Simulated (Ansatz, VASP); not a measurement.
**Cu: VASP beside Ansatz**

File INCAR:

```
SYSTEM = Cu
  PREC = Accurate
  ENCUT = 520
  EDIFF = 1E-6
  ISMEAR = 0
  SIGMA = 0.1
  LREAL = .False.
  LASPH = .True.
  NELM = 60
  ALGO = Fast
  ISIF = 2
  LWAVE = .False.
  LCHARG = .False.
  GGA = PE
  NBANDS = 12
```

The input KPOINTS:

```
Automatic mesh
0
Gamma
  18 18 18
  0 0 0
```

Contents of POSCAR:

```
Cu
1.0
    0.0000000000      1.8075000000      1.8075000000
    1.8075000000      0.0000000000      1.8075000000
    1.8075000000      1.8075000000      0.0000000000
Cu
1
Direct
    0.0420719225     -0.0228852006     -0.0087496542
```

Input for Ansatz:

```yaml
crystal:
  lattice:
    - [0.0, 1.8075, 1.8075]
    - [1.8075, 0.0, 1.8075]
    - [1.8075, 1.8075, 0.0]
  atoms:
    - { symbol: Cu, position: [0.0420719225, -0.0228852006, -0.0087496542] }
basis:
  ecutwfc: 420
kpoints:
  mp_grid: { grid: [18, 18, 18] }
hamiltonian:
  xc: pbe
scf:
  occupations: { method: gaussian, width: 0.1 }
output:
  forces: true
  stress: true
  eigenvalues: true
```

Change from the starting cell: one atom moved.

Alike in both runs: task single point; functional PBE; k mesh 18 × 18 × 18; occupations gaussian, width 0.1 eV; no spin polarisation.

|  | VASP | Ansatz |
| --- | --- | --- |
| version | VASP 6.6.1 | Ansatz 0.2.0 |
| potentials or method | VASP PAW PBE potentials, release 64 (Cu) | scalar-relativistic, plane waves, PAW |
| plane-wave cutoff (eV) | 520 | 420 |
| valence electrons in the cell | 11 | 19 |

Ansatz gave:

- gap on the k mesh at the Fermi level (eV): none
- pressure (GPa): 1.9

Task: What did VASP give for the same quantities?

Result: gap on the k mesh at the Fermi level (eV): none; pressure (GPa): 2.4.

A gap of «none» marks a metal or a gap that the smearing closes. The two sets of potentials don't hold the same shells in valence.
